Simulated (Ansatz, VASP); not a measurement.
# Two plane-wave programs on Si

```
Si
1.0
     0.00000    2.70083    2.70083
     2.70083    0.00000    2.70083
     2.70083    2.70083    0.00000
Si
2
Direct
  0.50000 0.50000 0.50000
  0.75000 0.75000 0.75000
```

Alike in both runs: functional LDA; k mesh 8 × 8 × 8; occupations gaussian, width 0.02 eV; no spin polarisation.

Ansatz relaxed the structure, and its values are those at the end. VASP's run is a single point on that final structure, the one shown.

|  | VASP | Ansatz |
| --- | --- | --- |
| version | VASP 6.6.1 | Ansatz 0.2.0 |
| potentials or method | VASP PAW LDA potentials, release 64 (Si) | scalar-relativistic, plane waves, PAW |
| plane-wave cutoff (eV) | 520 | 420 |
| valence electrons in the cell | 8 | 8 |

```tsv
	VASP	Ansatz	Ansatz less VASP
gap on the k mesh at the Fermi level (eV)	0.49	0.49	+0.002
least direct gap on the mesh (eV)	2.53	2.53	+0.002
pressure (GPa)	0.1	0.0	-0.06
```

Ansatz warned: «pseudo_functional_mismatch».
